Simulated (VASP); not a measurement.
## VASP inputs for AlAs

INCAR, step 1 (ground state)

```
LASPH = .TRUE.
NELM = 120
LREAL = .FALSE.
LCHARG = .FALSE.
GGA = PE
LWAVE = .TRUE.
EDIFF = 1E-7
SIGMA = 0.01
ENCUT = 400
PREC = Accurate
ISMEAR = 0
```

INCAR, step 2 (empty bands)

```
ALGO = Exact
LREAL = .FALSE.
GGA = PE
ISMEAR = 0
LOPTICS = .TRUE.
SIGMA = 0.01
EDIFF = 1E-7
NELM = 1
LASPH = .TRUE.
LCHARG = .FALSE.
PREC = Accurate
LWAVE = .TRUE.
ISTART = 1
ENCUT = 400
NBANDS = 139
```

INCAR, step 3 (GW)

```
ALGO = EVGW0
ISMEAR = 0
NELMGW = 1
PRECFOCK = Fast
SIGMA = 0.01
NOMEGA = 64
NELM = 120
PREC = Accurate
EDIFF = 1E-7
LASPH = .TRUE.
LWAVE = .FALSE.
ENCUT = 400
GGA = PE
ISTART = 1
NBANDS = 139
NBANDSGW = 12
ENCUTGW = 120
ENCUTGWSOFT = 120
LREAL = .FALSE.
LCHARG = .FALSE.
```

KPOINTS

```
KPOINTS created by Atomic Simulation Environment
0
Gamma
6 6 6
0 0 0
```

POSCAR

```
Al As
 1.0000000000000000
     0.0000000000000000    2.8300000000000001    2.8300000000000001
     2.8300000000000001    0.0000000000000000    2.8300000000000001
     2.8300000000000001    2.8300000000000001    0.0000000000000000
 Al  As
   1   1
Cartesian
  0.0000000000000000  0.0000000000000000  0.0000000000000000
  1.4150000000000000  1.4150000000000000  1.4150000000000000
```

VASP ran with the GW set of PAW datasets (8 valence electrons in the cell).

**Question.** Estimate the main results of this run.

**Answer.** PBE gap on the mesh 1.43 eV; G₀W₀ gap on the mesh 2.03 eV.
